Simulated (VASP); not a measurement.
Set up this calculation in VASP 6.6.1, as the native input.

| Quantity | Value |
| --- | --- |
| Task | relaxation of cell and atoms |
| Functional | r2SCAN |
| Potentials or basis | VASP PAW PBE potentials, release 64 (Si, Ni) |
| Cutoff | 600 eV |
| k mesh | 12 × 12 × 8 |
| Occupations | methfessel-paxton, width 0.1 eV |
| Spin | no spin polarisation |
| Further INCAR settings | ALGO = Normal; EDIFF = 1e-07; IBRION = 2; EDIFFG = -0.005; NSW = 90; ISIF = 3 |

The structure of SiNi lies in POSCAR:

```
SiNi                                    
1.0
    2.9508624408      0.0000000000      0.0000000000
    0.0000000000      3.2813221249      0.0000000000
    0.0000000000      0.0000000000      4.6716533852
  Si              Ni            
     2     2
Direct
     0.0000000000000000    0.0000000000000000    0.1564810938357288
     0.5000000000000000    0.5000000000000000    0.8435189061642713
     0.0000000000000000    0.0000000000000000    0.6567256537465510
     0.5000000000000000    0.5000000000000000    0.3432743462534490
```

The cell is a database's computed one.

These files were run (other wordings do the same):

INCAR

```
SYSTEM = SiNi
PREC = Accurate ; ENCUT = 600
EDIFF = 1E-7 ; ISMEAR = 1
SIGMA = 0.1 ; LREAL = .FALSE.
LASPH = .TRUE. ; NELM = 80
ALGO = Normal ; ISIF = 3
LWAVE = .FALSE. ; LCHARG = .FALSE.
METAGGA = R2SCAN ; LMIXTAU = .TRUE.
IBRION = 2 ; NSW = 90
EDIFFG = -0.005 ; KPAR = 2
```

KPOINTS

```
regular mesh
0
G
  12 12 8
  0 0 0
```

Potentials or basis: VASP PAW PBE potentials, release 64 (Si, Ni).

Run with:

```bash
$ cat potpaw_PBE.64/Si/POTCAR potpaw_PBE.64/Ni/POTCAR > POTCAR
$ mpirun -np 2 vasp_std > vasp.out
```

It gave:

```yaml
Relaxed_volume: 11.30 Å³/atom
Relaxed_cell: a = 2.951 Å, b = 3.281 Å, c = 4.671 Å, α = 90.00°, β = 90.00°, γ = 90.00°
Space_group_after_relaxing_to_0.05_Å: Pmmn (No. 59)
Energy_gained_by_relaxing: 0.0 meV/atom
Ionic_steps: 4
Pressure_after_relaxing: 0.0 GPa
Band_gap_on_the_k_mesh: none (metal or under the smearing width)
```

Caveat: the PAW data sets were made with another functional, which shifts forces and pressure a little.

Wall time 9.2 min on 2 MPI ranks on Intel(R) Xeon(R) Platinum 8488C (Sapphire Rapids) (shared host), peak memory 0.35 GiB a rank.
